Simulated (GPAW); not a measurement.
Crystal: Fe3Ge.

```
Ge Fe
1.0
     3.66050    0.00000    0.00000
     0.00000    3.66050    0.00000
     0.00000    0.00000    3.66050
Ge Fe
1 3
Direct
  0.00000 0.00000 0.00000
  0.50000 0.00000 0.50000
  0.50000 0.50000 0.00000
  0.00000 0.50000 0.50000
```

The cell comes from a database or a generator and needn't be the stable form of this composition.

* Program: GPAW 26.7.0
* Task: relaxation of cell and atoms
* Functional: PBEsol
* Dispersion: D3
* Potentials or basis: PAW data sets generated in the run's folder for this functional
* Cutoff: 600 eV
* Basis: pw
* k mesh: 7 × 7 × 7
* Occupations: fermi-dirac, width 0.05 eV
* Spin: collinear spin, ferromagnetic start
* Starting moments: [0.0, 3.0, 3.0, 3.0] μB

At the start: pressure -14.2 GPa; volume 12.26 Å³/atom.

Where does the relaxation end?

Over 4 steps the energy falls by 43.4 meV/atom and the volume is 11.35 Å³/atom (-7.4 %); space group Pm-3m (No. 221, to 0.05 Å); moment 6.17 μB per cell.

Step by step:
```csv
step,energy change (eV),largest force (eV/Å),pressure (GPa),volume (Å³)
1,0.0000,0.0000,-14.21,49.05
2,-0.0472,0.0000,-12.46,48.48
3,-0.1702,0.0000,2.12,44.93
4,-0.1738,0.0000,-0.15,45.40
```

Final structure:
```yaml
crystal:
  lattice:
    - [3.56736, 0.00000, 0.00000]
    - [0.00000, 3.56736, 0.00000]
    - [0.00000, 0.00000, 3.56736]
  atoms:
    - { symbol: Ge, position: [0.00000, 0.00000, 0.00000] }
    - { symbol: Fe, position: [0.50000, 0.00000, 0.50000] }
    - { symbol: Fe, position: [0.50000, 0.50000, 0.00000] }
    - { symbol: Fe, position: [0.00000, 0.50000, 0.50000] }
```

Caveat: each step starts from the last one's moments, so a moment once lost doesn't come back; later steps reuse the first step's grids; pairwise dispersion overbinds metals, which lowers pressure and volume.
